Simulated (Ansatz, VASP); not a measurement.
This is a calculation of Al for VASP 6.6.1.

Contents of INCAR:

```
PREC = Accurate
ENCUT = 600
EDIFF = 1E-6
ISMEAR = -1
SIGMA = 0.05
LREAL = False
LASPH = True
NELM = 80
ALGO = Normal
ISIF = 3
LWAVE = False
LCHARG = False
GGA = PE
IVDW = 13
IBRION = 2
NSW = 40
EDIFFG = -0.005
```

KPOINTS

```
Automatic mesh
0
Gamma
  11 11 11
```

Contents of POSCAR:

```
Al
1.0
    0.0000000000      2.0248050000      2.0248050000
    2.0248050000      0.0000000000      2.0248050000
    2.0248050000      2.0248050000      0.0000000000
Al
1
Direct
    0.0000000000      0.0000000000      0.0000000000
```

Potentials or basis: VASP PAW PBE potentials, release 64 (Al).

Command:

```bash
$ cat potpaw_PBE.64/Al/POTCAR > POTCAR
$ mpirun -np 1 vasp_std > vasp.out
```

Question: Translate it to Ansatz 0.2.0. Potentials there: Ansatz PAW.

Answer: As run (the cutoff follows the program's own potentials):

The input input.yaml:

```yaml
crystal:
  lattice:
    - [0.0, 2.024805, 2.024805]
    - [2.024805, 0.0, 2.024805]
    - [2.024805, 2.024805, 0.0]
  atoms:
    - { symbol: Al, position: [0.0, 0.0, 0.0] }
hamiltonian:
  xc: pbe
  pseudopotentials: { kind: paw }
  dispersion: d4
kpoints:
  mp_grid: { grid: [11, 11, 11] }
scf:
  occupations: { method: fermi_dirac, width: 0.05 }
output:
  forces: true
  stress: true
relax:
  f_tol: 0.01
  max_steps: 40
  cell: { stress_tol: 0.05 }
```

Potentials or basis: Ansatz PAW.

Command:

```bash
$ ansatz run input.yaml --threads 2 --pin off --max-ram 5632MiB --backend cpu --events-out ev --progress --plain --runs-dir out
```

Both were run:

|  | VASP | Ansatz | Ansatz less VASP |
| --- | --- | --- | --- |
| relaxed volume (Å³/atom) | 15.86 | 15.87 | +0.013 |
| relaxed cell length with the largest relative difference (Å) | 2.820 | 2.821 | +0.0008 |
| energy change over the relaxation (meV/atom) | -9 | -9 | +0.2 |

Caveats: pairwise dispersion overbinds metals, which lowers pressure and volume (VASP); the plane-wave basis is chosen anew once the cell has moved, so the energies of steps on either side of that aren't comparable (Ansatz).
